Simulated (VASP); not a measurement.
# MgSe (Fm-3m) in VASP: notebook

Runs on MgSe. Level: LDA. Tasks: single point.

Everything below comes from runs of VASP 6.6.1. Logs are shortened: lines on timing, memory, paths and dates and some standing lists are left out, and cuts for length are marked.

**1. Starting point**

It takes space group Fm-3m (No. 225, cubic). Conventional cell: a = 5.400 Å, b = 5.400 Å, c = 5.400 Å, α = 90.00°, β = 90.00°, γ = 90.00°. Around Mg (site symmetry m-3m) lie 6 Se at 2.70 Å. Se (site symmetry m-3m) has 6 Mg at 2.70 Å as nearest neighbours.

The cell comes from a database or a generator and needn't be the stable form of this composition.

**2. Single point, LDA**

INCAR

```
  PREC = Accurate
  ENCUT = 520
  EDIFF = 1E-6
  ISMEAR = 0
  SIGMA = 0.05
  LREAL = F
  LASPH = T
  NELM = 100
  ALGO = Normal
  ISIF = 2
  LWAVE = F
  LCHARG = F
  GGA = CA
  NBANDS = 11
```

KPOINTS

```
regular mesh
0
Gamma
  6 6 6
```

POSCAR

```
MgSe
1.0
    0.0000000000      2.7000000000      2.7000000000
    2.7000000000      0.0000000000      2.7000000000
    2.7000000000      2.7000000000      0.0000000000
Mg Se
1 1
Direct
    0.0000000000      0.0000000000      0.0000000000
    0.5000000000      0.5000000000      0.5000000000
```

Potentials or basis: VASP PAW LDA potentials, release 64 (Mg, Se).

Launch:

```console
$ cat potpaw_LDA.64/Mg/POTCAR potpaw_LDA.64/Se/POTCAR > POTCAR
$ mpirun -np 1 vasp_std > vasp.out
```

OUTCAR:

```text
PREC = Accurate
   ENCUT = 520
   EDIFF = 1E-6
   ISMEAR = 0
   LREAL = F
   LASPH = T
   NELM = 100
   ISIF = 2
   GGA = CA

 ion  position               nearest neighbor table
   1  0.000  0.000  0.000-   2 2.70   2 2.70   2 2.70   2 2.70   2 2.70   2 2.70
   2  0.500  0.500  0.500-   1 2.70   1 2.70   1 2.70   1 2.70   1 2.70   1 2.70

  LATTYP: Found a face centered cubic cell.
 ALAT       =     5.4000000000

  Lattice vectors:

 A1 = (   0.0000000000,   2.7000000000,   2.7000000000)
 A2 = (   2.7000000000,   0.0000000000,   2.7000000000)
 A3 = (   2.7000000000,   2.7000000000,   0.0000000000)

Analysis of symmetry for initial positions (statically):
=====================================================================
 Subroutine PRICEL returns:
 Original cell was already a primitive cell.

 Routine SETGRP: Setting up the symmetry group for a
 face centered cubic supercell.

 Subroutine GETGRP returns: Found 48 space group operations
 (whereof 48 operations were pure point group operations)
 out of a pool of 48 trial point group operations.

The static configuration has the point symmetry O_h .

Analysis of symmetry for dynamics (positions and initial velocities):
=====================================================================
 Subroutine PRICEL returns:
 Original cell was already a primitive cell.

 Routine SETGRP: Setting up the symmetry group for a
 face centered cubic supercell.

 Subroutine GETGRP returns: Found 48 space group operations
 (whereof 48 operations were pure point group operations)
 out of a pool of 48 trial point group operations.

The dynamic configuration has the point symmetry O_h .

 Subroutine INISYM returns: Found 48 space group operations
 (whereof 48 operations are pure point group operations),
 and found     1 'primitive' translations

----------------------------------------------------------------------------------------

                                     Primitive cell

  volume of cell :      39.3660

  direct lattice vectors                    reciprocal lattice vectors
     0.000000000  2.700000000  2.700000000    -0.185185185  0.185185185  0.185185185
     2.700000000  0.000000000  2.700000000     0.185185185 -0.185185185  0.185185185
     2.700000000  2.700000000  0.000000000     0.185185185  0.185185185 -0.185185185

  length of vectors
[... 72 lines left out ...]
   NELM   =    100;   NELMIN=  2; NELMDL= -5     # of ELM steps
   EDIFF  = 0.1E-05   stopping-criterion for ELM
[... 8 lines left out ...]
   TEBEG  =    0.0;   TEEND  =   0.0 temperature during run
   PSTRESS=    0.0 pullay stress
   NELECT =       8.0000    total number of electrons
   NUPDOWN=      -1.0000    fix difference up-down
   EMIN   =  10.00;   EMAX   =-10.00  energy-range for DOS
   EFERMI =   0.00;   METHOD = LEGACY
   ISMEAR =     0;   SIGMA  =   0.05  broadening in eV -4-tet -1-fermi 0-gaus
   EFERMI_NEDOS =   21; number of points for ismear=-14 and -15
   IALGO  =     38    algorithm
   IMIX   =      4    mixing-type and parameters
     AMIX     =   0.40;   BMIX     =  1.00
     AMIX_MAG =   1.60;   BMIX_MAG =  1.00
  volume/ion in A,a.u.               =      19.68       132.83
  Fermi-wavevector in a.u.,A,eV,Ry     =   0.962493  1.818849 12.604348  0.926393
  Thomas-Fermi vector in A             =   2.091957
   LORBIT       =      0    0 simple, 1 ext, 2 COOP (PROOUT), +10 PAW based schemes
   GGA     = CA    functional components
   LHFCALC =     F    Hartree Fock is set to
   AEXX    =    0.0000 exact exchange contribution
   IVDW    =     0    specifies the selected vdW correction
   LEPSILON=     F    determine dielectric tensor
   LRPA    =     F    only Hartree local field effects (RPA)
 non-spin polarized calculation
 Gauss-broadening in eV      SIGMA  =   0.05
  energy-cutoff  :      520.00
  volume of cell :       39.37
 maximum number of plane-waves:      1068
   NGX = 15   NGY = 15   NGZ = 15

 number of electron       7.9999999 magnetization

 Free energy of the ion-electron system (eV)
  ---------------------------------------------------
  ext. energy  EPLUGINS =         0.00000000
  ---------------------------------------------------
  free energy    TOTEN  =        -8.59502799 eV

  energy without entropy =       -8.59502799  energy(sigma->0) =       -8.59502799

 E-fermi :   3.7131     XC(G=0):  -9.8641

 val. band max:        3.4203707311   @ k =   0.0000   0.0000   0.0000
 cond. band min:       5.1112841728   @ k =   0.5000   0.5000   0.0000
 fundamental gap:      1.6909134416
 Fermi energy:         3.7130684408

 k-point     1 :       0.0000    0.0000    0.0000
  band No.  band energies     occupation
      1      -9.7081      2.00000
      2       3.4204      2.00000
      3       3.4204      2.00000
      4       3.4204      2.00000
      5       6.0096      0.00000
      6      10.7660      0.00000
      7      10.7660      0.00000
      8      10.7660      0.00000
      9      13.4065      0.00000
     10      13.4065      0.00000
     11      14.3330      0.00000
[... 197 lines left out ...]
 k-point    16 :      -0.3333    0.5000    0.1667
  band No.  band energies     occupation
      1      -8.1441      2.00000
      2      -0.5819      2.00000
      3       0.6115      2.00000
      4       0.9058      2.00000
      5       6.9553      0.00000
      6       9.1397      0.00000
      7      11.6111      0.00000
      8      12.9484      0.00000
      9      16.0748      0.00000
     10      17.3601      0.00000
     11      18.1604      0.00000

------------------------ aborting loop because EDIFF is reached ----------------------------------------

  FORCE on cell =-STRESS in cart. coord.  units (eV):
  Direction    XX          YY          ZZ          XY          YZ          ZX
  --------------------------------------------------------------------------------------
  -------------------------------------------------------------------------------------
  Total       -0.1444544     -0.1444544     -0.1444544      0.0000000      0.0000000      0.0000000
  in kB       -5.8792240     -5.8792240     -5.8792240      0.0000000      0.0000000      0.0000000
  external PRESSURE =      -5.8792240 kB  Pullay stress =       0.0000000 kB

 VOLUME and BASIS-vectors are now :
 -----------------------------------------------------------------------------
  energy-cutoff  :      520.00
  volume of cell :       39.37
      direct lattice vectors                 reciprocal lattice vectors
     0.000000000  2.700000000  2.700000000    -0.185185185  0.185185185  0.185185185
     2.700000000  0.000000000  2.700000000     0.185185185 -0.185185185  0.185185185
     2.700000000  2.700000000  0.000000000     0.185185185  0.185185185 -0.185185185

 POSITION                                       TOTAL-FORCE (eV/Angst)
 -----------------------------------------------------------------------------------
      0.00000      0.00000      0.00000         0.000000      0.000000     -0.000000
      2.70000      2.70000      2.70000        -0.000000     -0.000000      0.000000
 -----------------------------------------------------------------------------------
    total drift:                                0.000000      0.000000      0.000000

  FREE ENERGIE OF THE ION-ELECTRON SYSTEM (eV)
  ---------------------------------------------------
  free  energy   TOTEN  =        -8.5950279912 eV

  energy  without entropy=       -8.5950279912  energy(sigma->0) =       -8.59502799
```

Wall time 7 s (1 thread of Intel Xeon Platinum 8488C (Sapphire Rapids), shared host); peak memory 0.13 GiB.

What came out:

```yaml
Free_energy: -8.5950 eV
Pressure: -0.6 GPa
Band_gap_on_the_k_mesh: 1.69 eV, indirect (least direct gap 2.59 eV)
```

Levels at points of the mesh, in eV from the valence-band top:
| k point | band 2 | band 3 | band 4 | band 5 | band 6 | band 7 |
| --- | --- | --- | --- | --- | --- | --- |
| (0.00, 0.00, 0.00) | 0.00 | 0.00 | 0.00 | 2.59 | 7.35 | 7.35 |
| (0.50, 0.00, 0.00) | -5.15 | -0.62 | -0.62 | 3.74 | 6.03 | 6.03 |
| (0.50, 0.50, 0.00) | -4.45 | -1.87 | -1.87 | 1.69 | 3.80 | 11.87 |

**3. Single point, LDA**

This run uses another cell than the first one, of 20.15 Å³/atom, 1.024 times its volume.

INCAR

```
SYSTEM = MgSe
ALGO     = Normal         ! electronic algorithm
EDIFF    = 1E-6           ! SCF threshold, eV
ENCUT    = 520            ! plane-wave cutoff, eV
ISIF     = 2              ! what is computed and relaxed
ISMEAR   = 0              ! smearing method
LASPH    = .TRUE.         ! aspherical terms in the spheres
LCHARG   = .TRUE.         ! write CHGCAR
LELF     = .TRUE.         ! ELF
LREAL    = .FALSE.        ! projectors in reciprocal space
LVHAR    = .TRUE.       
LWAVE    = .FALSE.        ! write WAVECAR
NBANDS   = 11             ! bands
NELM     = 100            ! most SCF steps
PREC     = Accurate       ! precision mode
SIGMA    = 0.02           ! smearing width, eV
```

KPOINTS

```
k-points
0
G
  8 8 8
  0 0 0
```

POSCAR

```
MgSe
1.0
    0.0000000000      2.7214000000      2.7214000000
    2.7214000000      0.0000000000      2.7214000000
    2.7214000000      2.7214000000      0.0000000000
Mg Se
1 1
Direct
    0.0000000000      0.0000000000      0.0000000000
    0.5000000000      0.5000000000      0.5000000000
```

Potentials or basis: VASP PAW LDA potentials, release 64 (Mg, Se).

Launch:

```console
$ cat potpaw_LDA.64/Mg/POTCAR potpaw_LDA.64/Se/POTCAR > POTCAR
$ mpirun -np 1 vasp_std > vasp.out
```

Wall time 13 s (1 thread of Intel Xeon Platinum 8488C (Sapphire Rapids), shared host); peak memory 0.15 GiB.

Results (log left out):

```
Free energy            : -8.5924 eV
Pressure               : -2.2 GPa
Band gap on the k mesh : 1.66 eV, indirect (least direct gap 2.43 eV)
```

Levels at points of the mesh, in eV from the valence-band top:
```
           k point  band 1  band 2  band 3  band 4  band 5  band 6  band 7  band 8  band 9
(0.00, 0.00, 0.00)  -12.99    0.00    0.00    0.00    2.43    7.36    7.36    7.36    9.95
(0.50, 0.00, 0.00)  -11.86   -5.02   -0.59   -0.59    3.71    6.00    6.00    8.46   11.34
(0.50, 0.50, 0.00)  -11.54   -4.32   -1.81   -1.81    1.66    3.88   11.63   12.02   12.02
```

A k mesh can miss the band edges. A hybrid or GW would open this gap; LDA tends to underestimate it.
